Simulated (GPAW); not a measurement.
Cu2O (Cuprite): single point with PBE

Cu2O (Cuprite):

```
Cu O
1.0
     4.26000    0.00000    0.00000
     0.00000    4.26000    0.00000
     0.00000    0.00000    4.26000
Cu O
4 2
Direct
  0.75000 0.25000 0.75000
  0.25000 0.75000 0.75000
  0.25000 0.25000 0.25000
  0.75000 0.75000 0.25000
  0.50000 0.50000 0.50000
  0.00000 0.00000 0.00000
```

* Program: GPAW 26.7.0
* Task: single point
* Functional: PBE
* Potentials or basis: GPAW PAW data sets (gpaw-data 1.2.1)
* Cutoff: 600 eV
* Basis: pw
* k mesh: 5 × 5 × 5
* Occupations: fermi-dirac, width 0.01 eV
* Spin: no spin polarisation

```json
{"Pressure": "3.5 GPa", "Band gap on the k mesh": "0.54 eV, direct"}
```

Levels at points of the mesh, in eV from the valence-band top:
| k point | band 24 | band 25 | band 26 | band 27 | band 28 | band 29 | band 30 | band 31 | band 32 | band 33 |
| --- | --- | --- | --- | --- | --- | --- | --- | --- | --- | --- |
| (0.00, 0.00, 0.00) | -1.58 | -1.58 | 0.00 | 0.00 | 0.00 | 0.54 | 1.22 | 1.22 | 7.94 | 7.94 |

Wall time 25 s on 1 thread of Arm Neoverse V2, on a shared host, peak memory 0.19 GiB.

The gap isn't set beside the measured one, since this odd mesh misses points on the zone boundary.

Caveat: with this Cu data set, volumes or pressures lay over 1.5 % or 2 GPa off other programs in two to four cells of ten; the cutoff is short for stress and forces, so pressures can be off by a GPa or more; an odd mesh through Γ misses points on the zone boundary, where band edges often lie.
